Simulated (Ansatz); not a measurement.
Level of theory: DFT PBE, scalar-relativistic, plane waves, PAW (Ansatz 0.2.0). Settings: cutoff 420 eV, Γ-centred meshes spaced at most about 0.3 Å⁻¹, and about 0.25 Å⁻¹ or finer for metals (2π included), Gaussian smearing. No spin polarisation.

Each guess is relaxed in cell and atoms at zero pressure, on a coarse mesh first where it starts far from rest and then on a converged one. The steps can't lower the symmetry of the start, but it can rise. Energies are static (0 K, no zero-point motion).

Two unrelaxed guesses for SnTe₅:

A.

```yaml
crystal:
  lattice:
    - [6.63950, 0.00000, 0.00000]
    - [-3.31975, 5.74998, 0.00000]
    - [0.00000, 0.00000, 6.08773]
  atoms:
    - { symbol: Sn, position: [0.00000, 0.00000, 0.00000] }
    - { symbol: Te, position: [0.31303, 0.00000, 0.50000] }
    - { symbol: Te, position: [0.68697, 0.68697, 0.50000] }
    - { symbol: Te, position: [0.00000, 0.31303, 0.50000] }
    - { symbol: Te, position: [0.33333, 0.66667, 0.00000] }
    - { symbol: Te, position: [0.66667, 0.33333, 0.00000] }
```

B.

```yaml
crystal:
  lattice:
    - [0.00000, 4.55276, 4.55276]
    - [4.55276, 0.00000, 4.55276]
    - [4.55276, 4.55276, 0.00000]
  atoms:
    - { symbol: Sn, position: [0.00000, 0.00000, 0.00000] }
    - { symbol: Te, position: [0.75000, 0.75000, 0.75000] }
    - { symbol: Te, position: [0.37597, 0.37597, 0.87208] }
    - { symbol: Te, position: [0.37597, 0.87208, 0.37597] }
    - { symbol: Te, position: [0.37597, 0.37597, 0.37597] }
    - { symbol: Te, position: [0.87208, 0.37597, 0.37597] }
```

Question: Do they relax into the same structure? If not, which is lower?

Answer: No. A ends lower, by 0.31 eV/atom. A: P-62m at 38.7 Å³/atom → P-62m at 31.5 Å³/atom; B: F-43m at 31.5 Å³/atom → F-43m at 30.6 Å³/atom. Counting Te atoms around Sn (those within 1.25 times the shortest such distance or 1.15 times the sum of covalent radii; the shortest distance is added where it is long for a bond), the end of A has Sn 6 and the end of B has Sn 16 from 3.7 Å. End of A. Conventional cell: a = 7.056 Å, c = 4.382 Å. Sn is surrounded by 6 Te at 3.22 Å; around Te on a site of symmetry m2m lie 4 Te at 3.21 Å and 2 Sn at 3.22 Å; around Te on a site of symmetry -6 lie 6 Te at 3.21 Å. End of B. Conventional cell: a = 9.024 Å. Sn is surrounded by 16 Te at 3.74–3.91 Å; Te on a site of symmetry -43m is surrounded by 12 Te at 3.74 Å and 4 Sn at 3.91 Å; around Te on a site of symmetry 3m lie 6 Te at 3.17–3.21 Å, 3 Te at 3.74 Å and 3 Sn at 3.74 Å.

Ends held by symmetry can be saddle points. Neither end is the lowest form computed: that has space group R32 (No. 155) and lies 25 meV/atom below the better end. Even the lowest of the cells shown lies +0.11 eV/atom against the elements. Spin–orbit coupling, which can matter for Te, is left out. Some types were kept out of the candidates beforehand, so the set may lack a known form.
